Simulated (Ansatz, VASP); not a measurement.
## Two plane-wave programs on Lu

Contents of INCAR:

```
SYSTEM = Lu
AGGAC    = 1.0          
AGGAX    = 1.0          
ALDAC    = 0.0          
ALDAX    = 1.0          
ALGO     = Fast           ! electronic algorithm
EDIFF    = 1E-6           ! SCF threshold, eV
ENCUT    = 520            ! plane-wave cutoff, eV
GGA      = B5             ! functional
ISIF     = 2              ! what is computed and relaxed
ISMEAR   = -1             ! smearing method
LASPH    = .True.         ! aspherical terms in the spheres
LCHARG   = .False.        ! write CHGCAR
LREAL    = .False.        ! projectors in reciprocal space
LWAVE    = .False.        ! write WAVECAR
NBANDS   = 18             ! bands
NELM     = 100            ! most SCF steps
PREC     = Accurate       ! precision mode
SIGMA    = 0.1            ! smearing width, eV
```

KPOINTS

```
k-points
0
Gamma
  11 11 11
  0 0 0
```

Contents of POSCAR:

```
Lu
1.0
    3.2048844647      0.0000000000      0.0000000000
    0.0000000000      3.2048844647      0.0000000000
    0.0000000000      0.0000000000      3.2048844647
Lu
1
Direct
    0.0000000000      0.0000000000      0.0000000000
```

Input for Ansatz:

```yaml
crystal:
  lattice:
    - [3.2048844647, 0.0, 0.0]
    - [0.0, 3.2048844647, 0.0]
    - [0.0, 0.0, 3.2048844647]
  atoms:
    - { symbol: Lu, position: [0.0, 0.0, 0.0] }
hamiltonian:
  xc: blyp
  pseudopotentials:
    kind: paw
    azcp:
      Lu: "pseudopotentials/Lu.paw.azcp"
basis:
  ecutwfc: 420
  fft_grid_basis: typed
kpoints:
  mp_grid: { grid: [11, 11, 11], shift: [0, 0, 0] }
magnetization:
  spin_polarized: false
scf:
  occupations: { method: fermi_dirac, width: 0.1 }
  lower_state_search: "off"
output:
  stress: true
```

Alike in both runs: task single point; functional BLYP; k mesh 11 × 11 × 11; occupations fermi-dirac, width 0.1 eV; no spin polarisation.

|  | VASP | Ansatz |
| --- | --- | --- |
| version | VASP 6.6.1 | Ansatz 0.2.0 |
| potentials or method | VASP PAW PBE potentials, release 64 (Lu) | plane waves (420 eV) with PAW, scalar-relativistic |
| plane-wave cutoff (eV) | 520 | 420 |
| valence electrons in the cell | 25 | 25 |

```tsv
	VASP	Ansatz	Ansatz less VASP
pressure (GPa)	1.2	1.2	-0.08
```

Caveats: the PAW data sets were made with another functional, which shifts forces and pressure a little (VASP). Spin-orbit coupling is left out, which matters for the levels of Lu.
